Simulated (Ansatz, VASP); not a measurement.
## SiC: VASP beside Ansatz

```
CELL_PARAMETERS angstrom
0.00000 2.17400 2.17400
2.17400 0.00000 2.17400
2.17400 2.17400 0.00000
ATOMIC_POSITIONS crystal
Si 0.00000 0.00000 0.00000
C 0.75000 0.75000 0.75000
```

Alike in both runs: task relaxation of cell and atoms; functional PBE; k mesh 12 × 12 × 12; occupations gaussian, width 0.02 eV; no spin polarisation.

|  | VASP | Ansatz |
| --- | --- | --- |
| version | VASP 6.6.1 | Ansatz 0.2.0 |
| potentials or method | VASP PAW PBE potentials, release 64 (Si, C) | scalar-relativistic, plane waves, PAW |
| plane-wave cutoff (eV) | 600 | 420 |
| valence electrons in the cell | 8 | 8 |

|  | VASP | Ansatz | Ansatz less VASP |
| --- | --- | --- | --- |
| gap on the k mesh at the Fermi level, each at its own relaxed structure (eV) | 1.37 | 1.37 | +0.003 |
| relaxed volume (Å³/atom) | 10.49 | 10.50 | +0.006 |
| relaxed cell length with the largest relative difference (Å) | 3.096 | 3.097 | +0.0006 |
| energy change over the relaxation (meV/atom) | -3 | -3 | -0.3 |

A k mesh can miss the band edges. A hybrid or GW would open this gap; PBE tends to underestimate it. Zero-point motion and thermal expansion aren't in these numbers.
